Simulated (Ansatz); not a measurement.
TiS₂ (CdI2 type), relaxed with r2SCAN+rVV10 in Ansatz. Space group P-3m1 (No. 164), trigonal; conventional cell a = 3.411 Å, c = 5.739 Å, 19.27 Å³ an atom. Ti has 6 S at 2.42 Å; S has 3 Ti at 2.42 Å.

The axes x, y and z are those of this cell:
```yaml
crystal:
  lattice:
    - [3.41060, 0.00000, 0.00000]
    - [-1.70530, 2.95367, 0.00000]
    - [0.00000, 0.00000, 5.73872]
  atoms:
    - { symbol: Ti, position: [0.00000, 0.00000, 0.00000] }
    - { symbol: S, position: [0.33333, 0.66667, 0.24491] }
    - { symbol: S, position: [0.66667, 0.33333, 0.75509] }
```

Unstrained: With HSE06 the valence top lies at Γ and the conduction bottom at L, 0.614 eV higher; the smallest vertical gap, at Γ, is 1.158 eV. Meshes: HSE06 6×6×4. Strains are changes of length per length. After each strain the atoms were relaxed again with r2SCAN+rVV10 within the symmetry that the strain leaves, so tilts or polar shifts that break it weren't tested; points keep the names that they have in the unstrained zone. Calculated for a static, non-magnetic cell.

Question: Estimate what uniaxial +2.5 % along z, other directions held does to the gap.

Answer: HSE06: the gap goes from 0.614 to 0.623 eV (+0.009 eV); with HSE06 the top three valence levels at Γ, grouped 2+1 from the top over 188 meV, become 2+1 over 379 meV.

Question: For epitaxial +2.5 % in the xy plane, how far does the free direction move, and what happens to the gap?

Answer: The normal strain at zero normal stress is -1.25 %, 0.50 of the in-plane strain with the sign turned. HSE06: the gap goes from 0.614 to 0.791 eV (+0.177 eV); the edges go from Γ → L to Γ–K (0.09) → L; with HSE06 the top three valence levels at Γ, grouped 2+1 from the top over 188 meV, become 1+2 over 163 meV.

Question: Apply uniaxial +1.5 % along x, other directions held. How far does the gap move, against the unstrained cell?

Answer: HSE06: the gap goes from 0.614 to 0.656 eV (+0.042 eV); with HSE06 the top three valence levels at Γ, grouped 2+1 from the top over 188 meV, become 1+1+1 over 161 meV.

Question: Apply epitaxial +3.0 % in the xy plane, free normal strain -1.50 %. How far does the gap move, against the unstrained cell?

Answer: HSE06: the gap goes from 0.614 to 0.793 eV (+0.179 eV); the edges go from Γ → L to Γ–K (0.08) → L; with HSE06 the top three valence levels at Γ, grouped 2+1 from the top over 188 meV, become 1+2 over 225 meV.

Where an edge lies off the special points, it is a point of the mesh or the k point where a search put PBE's edge or least direct gap, reused for the other functionals, whose own edges may lie a little apart.

The meshes of the hybrids are coarse, so their gaps aren't converged to the digits shown.

The splittings at Γ are without spin-orbit coupling, which regroups them where it is of like size or larger.
